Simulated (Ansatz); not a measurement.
In2O3 and a variant

Base: a COD entry whose atoms were relaxed with PBE, the cell held.

```yaml
crystal:
  lattice:
    - [2.74350, 1.58396, 4.83667]
    - [-2.74350, 1.58396, 4.83667]
    - [0.00000, -3.16792, 4.83667]
  atoms:
    - { symbol: In, position: [0.35792, 0.35792, 0.35792] }
    - { symbol: In, position: [0.14208, 0.14208, 0.14208] }
    - { symbol: In, position: [0.64208, 0.64208, 0.64208] }
    - { symbol: In, position: [0.85792, 0.85792, 0.85792] }
    - { symbol: O, position: [0.54592, 0.95408, 0.25000] }
    - { symbol: O, position: [0.25000, 0.54592, 0.95408] }
    - { symbol: O, position: [0.95408, 0.25000, 0.54592] }
    - { symbol: O, position: [0.45408, 0.04592, 0.75000] }
    - { symbol: O, position: [0.75000, 0.45408, 0.04592] }
    - { symbol: O, position: [0.04592, 0.75000, 0.45408] }
```

Atom numbers follow the list; atoms alike are taken as one site, whose name carries the number of the first.

Method: Kohn–Sham DFT in Ansatz, PBE, plane waves and PAW, scalar-relativistic, 420 eV cutoff, Γ-centred 7×7×7 k-points, Fermi–Dirac smearing 0.02 eV.

Question: Variant: z compressed by 1 %, ions relaxed. What happens to the gradients (10²¹ V/m²)?

Answer: 

| site | atoms | V_zz base | η base | V_zz variant | η variant |
| --- | --- | --- | --- | --- | --- |
| In | 1, 2, 3, 4 | 4.81 | 0.00 | 5.34 | 0.00 |
| O | 5, 6, 7, 8, 9, … | -4.41 | 0.56 | -4.35 | 0.51 |

The largest change of V_zz is on In, from 4.81 to 5.34. In per cent, |V_zz| changes by +11 on In, -1 on O (all sites that start above 0.5).

Without spin–orbit coupling (the program notes it for In) the gradients are little affected as a rule: paired runs on crystals with a gap mostly move them by under 2 % at such atoms.
For the base: At this cell the PBE pressure is 8 GPa, so with PBE the cell would grow if it were relaxed.
For the variant: At this changed cell the PBE pressure is 10 GPa.
